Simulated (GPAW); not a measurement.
Input of a GPAW 26.7.0 run:

File run.py:

```python
from ase.calculators.mixing import SumCalculator
from ase.filters import FrechetCellFilter
from ase.io import read, write
from ase.optimize import BFGS
from dftd3.ase import DFTD3
from gpaw import GPAW, PW, setup_paths

setup_paths.insert(0, '.')

atoms = read('POSCAR')

calc = GPAW(mode=PW(600),
            xc='PBEsol',
            kpts={'size': (10, 10, 10), 'gamma': True},
            occupations={'name': 'fermi-dirac', 'width': 0.05},
            nbands=9,
            convergence={'density': 1e-05, 'forces': 0.0001},
            maxiter=150,
            txt='gpaw.txt')
atoms.calc = SumCalculator([calc, DFTD3(method='pbesol', damping='d3bj')])
opt = BFGS(FrechetCellFilter(atoms), trajectory='relax.traj', logfile='-')
done = opt.run(fmax=0.02, steps=60)
calc.write('gs.gpw')
write('result.traj', atoms)
print('Converged:', done)
print('Cell:', atoms.cell.cellpar().round(4))
print('Volume:', round(atoms.get_volume(), 4))
print(atoms.get_scaled_positions().round(5))
```

POSCAR

```
As
1.0
    2.7036817444      0.0000000000      0.0000000000
    0.0000000000      2.7036817444      0.0000000000
    0.0000000000      0.0000000000      2.7036817444
As
1
Direct
    0.5000000000      0.5000000000      0.5000000000
```

Potentials or basis: PAW data sets generated in the run's folder for this functional, pw.

Run with:

```console
$ gpaw-setup -f PBEsol As
$ OMP_NUM_THREADS=1 python run.py
```

Question: What does it give for the band gap on the k mesh?

Answer: None (metal or under the smearing width).

Question: Estimate the relaxed cell.

Answer: a = 2.656 Å, b = 2.656 Å, c = 2.656 Å, α = 90.00°, β = 90.00°, γ = 90.00°.

Final structure:
```yaml
crystal:
  lattice:
    - [2.65578, 0.00000, 0.00000]
    - [0.00000, 2.65578, 0.00000]
    - [0.00000, 0.00000, 2.65578]
  atoms:
    - { symbol: As, position: [0.50000, 0.50000, 0.50000] }
```

Caveat: later steps reuse the first step's grids.
